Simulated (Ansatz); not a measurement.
# EuO in Ansatz: the effect of functional

EuO:

```
Eu O
1.0
     0.00000    2.57195    2.57195
     2.57195    0.00000    2.57195
     2.57195    2.57195    0.00000
Eu O
1 1
Direct
  0.00000 0.00000 0.00000
  0.50000 0.50000 0.50000
```

Alike in all runs:

- Program: Ansatz 0.2.0
- Task: band structure
- Potentials or basis: all-electron LAPW, scalar-relativistic
- Basis error allowed: 0.001 eV/atom
- k mesh: 9 × 9 × 9
- Occupations: fermi-dirac, width 0.05 eV
- Spin: collinear spin, ferromagnetic start
- Starting moments: [7.0, 0.0] μB

| functional | cutoff | pressure (GPa) | moment (μB) |
| --- | --- | --- | --- |
| PBE | 291 eV (chosen from the basis error) | -4.0 | 6.98 |
| LDA | 290 eV (chosen from the basis error) | ? | ? |
| PBEsol | 291 eV (chosen from the basis error) | -9.0 | 6.97 |

Q: What does the run with functional LDA give?

A: Pressure -12.8 GPa; moment 6.93 μB.

Caveats: an open f shell can end in a state above the lowest; a cell with one magnetic atom can't hold antiferromagnetic order, which such compounds often take.
